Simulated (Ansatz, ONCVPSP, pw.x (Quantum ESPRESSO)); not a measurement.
Equation-of-state test of one ONCV potential (hydrogen (H))

hydrogen, optimised norm-conserving Vanderbilt (ONCV), made with ONCVPSP 4.0.1.1 (patched build) (PBE, scalar-relativistic). Core none, reference 1s1. Waves: 1s: rc 1.25 bohr, ncon 4, nbas 6, qcut 6 1/bohr, 1 projector; p scattering state at 0.29 Ha: rc 1.35 bohr, ncon 4, nbas 8, qcut 6.4 1/bohr, 3 projectors, debl 0.8 Ha. Local part: polynomial inside 0.95 bohr (lpopt 4, dvloc0 4 Ha). Core correction: none.

Atomic tests: cutoffs needed: 14 Ha and 31 Ha (the cutoffs (Ha) at which the residual kinetic energy of the hardest occupied pseudo-wave falls to 1 and 0.1 mHa per electron); ghost test: no bound ghost flagged; GHOST(+) flags only above 600 eV.

Crystal test: bcc H in pw.x 7.5, no spin, 18³ k-points, Fermi–Dirac smearing 0.01 Ry, cutoffs 75/300 Ry. The reference is all-electron LAPW (Ansatz 0.2.0) with the same functional, mesh and smearing; V0 and B0 come from Birch–Murnaghan fits to the pressures at five volumes. Errors are pseudo minus all-electron; Δ is the rms difference of the E(V) curves that follow from these fits, minima aligned, over ±6 % about the mean V0. Mesh and smearing are coarse, so the numbers serve the comparison and aren't converged zero-temperature values; the lattice is a test structure that the element need not adopt.

```
V (Å³/atom)  P all-electron (GPa)  P pseudo (GPa)
      2.881                  3.34            4.35
      2.957                  0.38            1.31
      3.033                 -2.27           -1.41
      3.109                 -4.64           -3.85
      3.185                 -6.78           -6.05
```

All-electron: a0 = 1.811 Å (V0 = 2.97 Å³/atom), B0 = 107.8 GPa.

Pseudopotential: mean pressure error (GPa): +0.86; a0 (Å): 1.816; a0 error (%): +0.28; B0 error (%): -0.0; Δ (meV/atom): 0.6.

Problem. At the middle volume, how do free energy and pressure move when the wave cutoff is lowered (ecutrho kept at four times it)?

Solution.

| cutoff (Ry) | shift of F (meV/atom) | shift of P (GPa) |
| --- | --- | --- |
| 34 | +8.8 | -1.72 |
| 45 | +1.8 | +0.12 |
| 60 | +1.3 | +0.13 |

The run at the middle volume (195 k-points, 3 iterations) took about 3.8 s on one core of a shared host (Intel(R) Xeon(R) Platinum 8259CL CPU @ 2.50GHz, 96 threads, 755 GiB, load 39).
